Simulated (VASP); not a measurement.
The system is AlGa3N4.

```xyz
16
Lattice="0.0000 0.0000 -5.1324 3.1593 5.4721 0.0000 3.1593 -5.4721 0.0000" Properties=species:S:1:pos:R:3 pbc="T T T"
Al    1.5797   -0.9120    0.0000
Al    3.1593   -1.8240   -2.5662
Ga    3.1593   -3.6481    0.0000
Ga    3.1593    1.8240    0.0000
Ga    4.7390   -0.9120    0.0000
Ga    1.5797    0.9120   -2.5662
Ga    4.7390    0.9120   -2.5662
Ga    3.1593    3.6481   -2.5662
N     1.5797   -0.9120   -3.2078
N     3.1593   -3.6481   -3.2078
N     3.1593    1.8240   -3.2078
N     4.7390   -0.9120   -3.2078
N     3.1593   -1.8240   -0.6416
N     1.5797    0.9120   -0.6416
N     4.7390    0.9120   -0.6416
N     3.1593    3.6481   -0.6416
```

The cell was built by a generator and needn't be a form met in nature.

```yaml
Program: VASP 6.6.1
Task: relaxation of cell and atoms
Functional: PBEsol
Potentials_or_basis: VASP PAW PBE potentials, release 64 (Al, Ga_d, N)
Cutoff: 600 eV
k_mesh: 6 × 6 × 6
Occupations: gaussian, width 0.03 eV
Spin: no spin polarisation
```

At the start: pressure 0.8 GPa; volume 11.09 Å³/atom.

Task: Where does the relaxation end?

Result: Over 11 steps the energy falls by 8.4 meV/atom and the volume is 11.13 Å³/atom (+0.3 %); space group Cmc2_1 (No. 36, to 0.05 Å).

Step by step:
```csv
step,energy change (eV),largest force (eV/Å),pressure (GPa),volume (Å³)
1,0.0000,0.9255,0.82,177.46
2,-0.1178,0.2998,-0.93,178.92
3,-0.1201,0.2447,-0.76,178.75
4,-0.1327,0.0894,0.46,177.59
5,-0.1335,0.0741,0.20,177.81
6,-0.1344,0.0446,-0.10,178.08
7,-0.1345,0.0362,-0.01,178.04
8,-0.1345,0.0376,-0.06,178.05
9,-0.1346,0.0163,0.02,177.99
10,-0.1346,0.0151,0.06,177.97
11,-0.1347,0.0069,-0.09,178.05
```

Final structure:
```
Al Ga N
1.0
     0.00000    0.00000   -5.13906
     3.16324    5.47889    0.00000
     3.16111   -5.47766    0.00000
Al Ga N
2 6 8
Direct
  0.00157 0.16744 0.33489
  0.50157 0.33256 0.66511
  0.00097 0.16799 0.83279
  0.00136 0.66634 0.33268
  0.00097 0.66480 0.83279
  0.50097 0.33201 0.16721
  0.50136 0.83366 0.66732
  0.50097 0.83520 0.16721
  0.63116 0.17015 0.34030
  0.62062 0.17058 0.83032
  0.62273 0.66638 0.33275
  0.62062 0.65974 0.83032
  0.13117 0.32985 0.65970
  0.12062 0.32942 0.16968
  0.12273 0.83362 0.66725
  0.12062 0.84026 0.16968
```

Caveat: the PAW data sets were made with another functional, which shifts forces and pressure a little.
